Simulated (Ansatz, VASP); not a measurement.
Ga in VASP and in Ansatz

File INCAR:

```
  PREC = Accurate
  ENCUT = 520
  EDIFF = 1E-7
  ISMEAR = -1
  SIGMA = 0.03
  LREAL = F
  LASPH = T
  NELM = 60
  ALGO = Normal
  ISIF = 2
  LWAVE = F
  LCHARG = F
  GGA = PS
  NBANDS = 12
```

The input KPOINTS:

```
regular mesh
0
Gamma
  16 16 16
```

Contents of POSCAR:

```
Ga
1.0
   -1.3753388966      1.3753388966      2.1834974363
    1.3753388966     -1.3753388966      2.1834974363
    1.3753388966      1.3753388966     -2.1834974363
Ga
1
Direct
    0.0000000000      0.0000000000      0.0000000000
```

Input for Ansatz:

```yaml
crystal:
  lattice:
    - [-1.3753388966, 1.3753388966, 2.1834974363]
    - [1.3753388966, -1.3753388966, 2.1834974363]
    - [1.3753388966, 1.3753388966, -2.1834974363]
  atoms:
    - { symbol: Ga, position: [0.0, 0.0, 0.0] }
kpoints:
  mp_grid: { grid: [16, 16, 16] }
  band_path:
    path:
      - [0.0, 0.0, 0.0]
      - [0.0, 0.0, 0.5]
      - [0.25, 0.25, 0.25]
      - [0.0, 0.5, 0.0]
      - [0.0, 0.0, 0.0]
      - [0.5, 0.5, -0.5]
      - [0.3491868475, 0.6508131525, -0.3491868475]
      - [-0.3491868475, 0.3491868475, 0.3491868475]
      - [0.0, 0.0, 0.0]
    npoints: 5
scf:
  occupations: { method: fermi_dirac, width: 0.03 }
hamiltonian:
  xc: pbesol
  pseudopotentials: { kind: all_electron, lapw: { basis_error: 0.001 } }
output:
  forces: true
  stress: true
  eigenvalues: true
```

Change from the starting cell: volume scaled by 0.94.

Alike in both runs: task single point; functional PBEsol; k mesh 16 × 16 × 16; occupations fermi-dirac, width 0.03 eV; no spin polarisation.

|  | VASP | Ansatz |
| --- | --- | --- |
| version | VASP 6.6.1 | Ansatz 0.2.0 |
| potentials or method | VASP PAW PBE potentials, release 64 (Ga_d) | all-electron LAPW, scalar-relativistic |
| plane-wave cutoff (eV) | 520 | see its input |

Ansatz gave:

| Quantity | Value |
| --- | --- |
| pressure (GPa) | 5.1 |
| largest component of the traceless stress (GPa) | 0.86 |

**Question.** Which values does VASP return?

**Answer.** Pressure (GPa): 5.2; largest component of the traceless stress (GPa): 0.87.

Ansatz ran all-electron here, so the differences hold the error of VASP's frozen core and of both bases.

Caveats: the PAW data sets were made with another functional, which shifts forces and pressure a little (VASP).
